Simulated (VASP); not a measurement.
**CsI (distorted CsCl), LDA single-point calculation: VASP's output and Ansatz's**

POSCAR

```
Cs I
 1.0000000000000000
     4.5393999999999997   -0.0104000000000000   -0.0001000000000000
    -0.0104000000000000    4.6786000000000003    0.0371000000000000
    -0.0001000000000000    0.0371000000000000    4.7527999999999997
 Cs  I
   1   1
Cartesian
  4.5284687699999999  0.0061002300000000  0.0128626500000000
  2.2594524200000001  2.3545625600000002  2.3987171900000002
```

VASP ran with the recommended LDA PAW datasets (16 valence electrons in the cell).

From OUTCAR

```
k-points           NKPTS =    112   k-points in BZ     NKDIM =    112   number of bands    NBANDS=     15

   NELECT =      16.0000    total number of electrons

   dimension x,y,z NGX =    36 NGY =   36 NGZ =   36
   dimension x,y,z NGXF=    72 NGYF=   72 NGZF=   72

  energy-cutoff  :      520.00
  volume of cell :      100.93
      direct lattice vectors                 reciprocal lattice vectors
     4.539400000 -0.010400000 -0.000100000     0.220294553  0.000489683  0.000000813
    -0.010400000  4.678600000  0.037100000     0.000489683  0.213753472 -0.001668533
    -0.000100000  0.037100000  4.752800000     0.000000813 -0.001668533  0.210415314

 k-points in reciprocal lattice and weights: KPOINTS created by Atomic Simulation Env
   0.00000000  0.00000000  0.00000000       0.005
   0.16666667 -0.00000000 -0.00000000       0.009
   0.33333333 -0.00000000 -0.00000000       0.009
   0.50000000 -0.00000000 -0.00000000       0.005
  -0.00000000  0.16666667 -0.00000000       0.009
   0.16666667  0.16666667  0.00000000       0.009
   0.33333333  0.16666667  0.00000000       0.009
   0.50000000  0.16666667  0.00000000       0.009
   ...

 E-fermi :   0.8243

 k-point     1 :       0.0000    0.0000    0.0000
  band No.  band energies     occupation
      1     -20.0992      2.00000
      2     -10.3187      2.00000
      3      -6.8217      2.00000
      4      -6.8064      2.00000
      5      -6.7739      2.00000
      6       0.1356      2.00000
      7       0.1986      2.00000
      8       0.3338      2.00000
      9       3.6547      0.00000
     10       4.3166      0.00000
     11       4.4180      0.00000
     12       7.6742      0.00000
     13       7.8914      0.00000
     14       8.0274      0.00000
     15      10.0348      0.00000

 k-point     2 :       0.1667   -0.0000   -0.0000
  band No.  band energies     occupation
      1     -20.0927      2.00000
      2     -10.3125      2.00000
      3      -6.8386      2.00000
      4      -6.8050      2.00000
      5      -6.7909      2.00000
      6      -0.1651      2.00000
      7       0.1066      2.00000
      8       0.1757      2.00000
      9       4.2231      0.00000
     10       4.4922      0.00000
     11       5.0427      0.00000
     12       7.7322      0.00000
     13       7.8075      0.00000
     14       7.8228      0.00000
     15       9.2228      0.00000

 k-point     3 :       0.3333   -0.0000   -0.0000
  band No.  band energies     occupation
      1     -20.0797      2.00000
      2     -10.3020      2.00000
      3      -6.9543      2.00000
      4      -6.7714      2.00000
      5      -6.7595      2.00000
      6      -0.8934      2.00000
      7       0.0426      2.00000
      8       0.1287      2.00000
      9       4.9515      0.00000
     10       5.4188      0.00000
     11       6.2611      0.00000
     12       7.5995      0.00000
     13       7.6853      0.00000
     14       7.7470      0.00000
     15       8.1392      0.00000

 k-point     4 :       0.5000   -0.0000   -0.0000
  band No.  band energies     occupation
      1     -20.0731      2.00000
      2     -10.2979      2.00000
      3      -7.0055      2.00000
      4      -6.7543      2.00000
      5      -6.7435      2.00000
      6      -1.1897      2.00000
      7       0.0082      2.00000
      8       0.1043      2.00000
      9       5.3634      0.00000
     10       6.3345      0.00000
     11       6.6647      0.00000
     12       6.9680      0.00000
     13       7.6492      0.00000
     14       7.8118      0.00000
     15       8.3648      0.00000

 k-point     5 :      -0.0000    0.1667   -0.0000
  band No.  band energies     occupation
      1     -20.0945      2.00000
      2     -10.3192      2.00000
      3      -6.8443      2.00000
      4      -6.8071      2.00000
      5      -6.7622      2.00000
      6      -0.2449      2.00000
      7       0.0977      2.00000
      8       0.3091      2.00000
      9       4.2074      0.00000
     10       4.5698      0.00000
     11       4.8831      0.00000
     12       7.6249      0.00000
     13       7.9010      0.00000
     14       8.0272      0.00000
     15       9.0559      0.00000

 k-point     6 :       0.1667    0.1667    0.0000
  band No.  band energies     occupation
      1     -20.0882      2.00000
      2     -10.3052      2.00000
      3      -6.8801      2.00000
      4      -6.8000      2.00000
      5      -6.7918      2.00000
      6      -0.3138      2.00000
      7       0.0040      2.00000
      8       0.0911      2.00000
      9       4.5761      0.00000
     10       4.8998      0.00000
     11       5.2820      0.00000
     12       7.1930      0.00000
     13       7.6261      0.00000
     14       8.3108      0.00000
     15       9.4698      0.00000

 ...

  Total       -0.8723934     -1.1910900     -1.3562140      0.0071573     -0.0276958     -0.0015565
  in kB      -13.8480344    -18.9069002    -21.5280156      0.1136126     -0.4396322     -0.0247076
  external PRESSURE =     -18.0943167 kB  Pullay stress =       0.0000000 kB

 POSITION                                       TOTAL-FORCE (eV/Angst)
 -----------------------------------------------------------------------------------
      4.52847      0.00610      0.01286         0.001926     -0.004239     -0.002118
      2.25945      2.35456      2.39872        -0.001926      0.004239      0.002118
 -----------------------------------------------------------------------------------
    total drift:                                0.000155      0.000174      0.000112

  FREE ENERGIE OF THE ION-ELECTRON SYSTEM (eV)
  ---------------------------------------------------
  free  energy   TOTEN  =        -6.0795921523 eV

  energy  without entropy=       -6.0795921523  energy(sigma->0) =       -6.07959215
```

The two codes use different PAW datasets and cutoffs. VASP's cell holds 16 valence electrons and Ansatz's 26. LDA means the Perdew–Zunger form with relativistic exchange in VASP and the Perdew–Wang form in Ansatz. Ansatz's stress includes a Pulay correction; VASP's doesn't.

**Question.** What does Ansatz give for the same cell and level of theory?

**Answer.** gap between bands v and c on the k mesh 3.22 eV; least direct gap on the k mesh 3.31 eV; pressure -1.8 GPa.

Ansatz printed

```
SCF 1 converged in 6 iterations: F = -12863.790913 eV  dr2 = 7.18e-9
  greatest PAW one-centre occupation: 1.000 electrons in one spin orbital (limit 2), on the I atom at site 1 (counted from 0), in its partial waves of l = 2
SCF converged after 6 iterations
Free energy (F): -12863.790913 eV
Harris-Foulkes:  -12863.790913 eV  (|F-HF|=8.03e-9)
Internal energy: -12863.790913 eV  (E = F + TS)
E sigma→0 (E₀):  -12863.790913 eV
Fermi energy:    4.912654 eV
--- Per-component energies (eV) ---
  E_band       = -454.531271
  E_kinetic    = 331.813494
  E_local      = -2521.209771  (includes V_loc(G=0)·N_el)
  E_nonlocal   = -52.793144
  E_hartree    = 1243.438007
  E_xc         = -300.138875
  E_vxc        = -255.349234  (∫ρ·V_xc dr)
  E_paw        = -9563.394897  (= ΣΔE_a)
  E_vpaw       = -443.869282  (= ΣTr[D̂ρ^β])
  E_aug_tail   = 0.000063  (compensation charges beyond the density's cutoff)
  E_ewald      = -2002.557562
  E_core_change = 1.051771  (= ΣΔE_core)
  E_smearing   = -0.000000  (= −TS)
  E_closure    = -0.000000  (closes the sum)
  Σ components = -12863.790913   (vs F -12863.790913, Δ=0.00e0)
--- Forces (eV/Å), atoms counted from 1 ---
  atom   1  Cs     0.00178542    -0.00407844    -0.00204342
  atom   2  I     -0.00178604     0.00407815     0.00204115
  max |Σ_I F_I| component: 2.27e-6 eV/Å
--- Stress (GPa, compression-positive) ---
       -1.414169       0.010654      -0.002411
        0.010654      -1.919977      -0.041290
       -0.002411      -0.041290      -2.182578
  P = ⅓ Tr σ = -1.8389 GPa (-18.389 kbar)
--- Band table (eV; the first three rows and the last of 112) ---
  k-point 0: bands = ["-39.6404", "-39.6393", "-39.6356", "-39.6331", "-39.6309", "-17.2884", "-7.4867", "-3.9417", "-3.9261", "-3.8933", "3.0115", "3.0746", "3.2096", "6.5211", "7.2133", "7.3151", "10.5863"]
  k-point 1: bands = ["-39.6404", "-39.6392", "-39.6356", "-39.6331", "-39.6309", "-17.2846", "-7.4899", "-3.9663", "-3.9151", "-3.8827", "2.5947", "3.0385", "3.1820", "7.1035", "7.4537", "7.7086", "10.5602"]
  k-point 2: bands = ["-39.6404", "-39.6392", "-39.6356", "-39.6331", "-39.6309", "-17.2769", "-7.4974", "-4.0104", "-3.8911", "-3.8613", "1.9719", "2.9652", "3.1254", "7.8167", "8.2891", "8.8040", "10.4670"]
  k-point 111: bands = ["-39.6404", "-39.6391", "-39.6356", "-39.6332", "-39.6306", "-17.2332", "-7.2520", "-4.2084", "-4.1375", "-4.1038", "1.9515", "1.9990", "2.0179", "9.8452", "9.9827", "10.0856", "10.4675"]
```
